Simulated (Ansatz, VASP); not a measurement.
# One calculation of PbSe, two programs

File INCAR:

```
PREC = Accurate
ENCUT = 520
EDIFF = 1E-6
ISMEAR = 0
SIGMA = 0.05
LREAL = False
LASPH = True
NELM = 60
ALGO = Normal
ISIF = 2
LWAVE = False
LCHARG = False
GGA = PS
IVDW = 12
NBANDS = 17
```

Contents of KPOINTS:

```
Automatic mesh
0
Gamma
  6 6 6
```

Contents of POSCAR:

```
PbSe
1.0
    0.0000000000      3.0086593225      3.0086593225
    3.0086593225      0.0000000000      3.0086593225
    3.0086593225      3.0086593225      0.0000000000
Pb Se
1 1
Direct
    0.5000000000      0.5000000000      0.5000000000
    0.0000000000      0.0000000000      0.0000000000
```

Input for Ansatz:

```yaml
crystal:
  lattice:
    - [0.0, 3.0086593225, 3.0086593225]
    - [3.0086593225, 0.0, 3.0086593225]
    - [3.0086593225, 3.0086593225, 0.0]
  atoms:
    - { symbol: Pb, position: [0.5, 0.5, 0.5] }
    - { symbol: Se, position: [0.0, 0.0, 0.0] }
basis:
  ecutwfc: 420
  ecutrho_ratio: 4
kpoints:
  mp_grid: { grid: [6, 6, 6] }
hamiltonian:
  xc: pbesol
  dispersion: d3bj
scf:
  occupations: { method: gaussian, width: 0.05 }
output:
  forces: true
  stress: true
  eigenvalues: true
```

Alike in both runs: task single point; functional PBEsol; dispersion D3(BJ); k mesh 6 × 6 × 6; occupations gaussian, width 0.05 eV; no spin polarisation.

```csv
,VASP,Ansatz
version,VASP 6.6.1,Ansatz 0.2.0
potentials or method,"VASP PAW PBE potentials, release 64 (Pb_d, Se)","scalar-relativistic, plane waves, PAW"
plane-wave cutoff (eV),520,420
valence electrons in the cell,20,30
```

Ansatz gave:

| Quantity | Value |
| --- | --- |
| gap on the k mesh at the Fermi level (eV) | 0.02 |
| least direct gap on the mesh (eV) | 0.02 |
| pressure (GPa) | 0.0 |
| dispersion energy (meV/atom) | -377.3 |

Question: Estimate VASP's values.

Answer: gap on the k mesh at the Fermi level (eV): 0.02; least direct gap on the mesh (eV): 0.02; pressure (GPa): 0.0; dispersion energy (meV/atom): -377.2.

The two sets of potentials don't hold the same shells in valence.

Caveats: the PAW data sets were made with another functional, which shifts forces and pressure a little (VASP); spin-orbit coupling is left out, which as a rule narrows the gap of such compounds by several tenths of an eV.
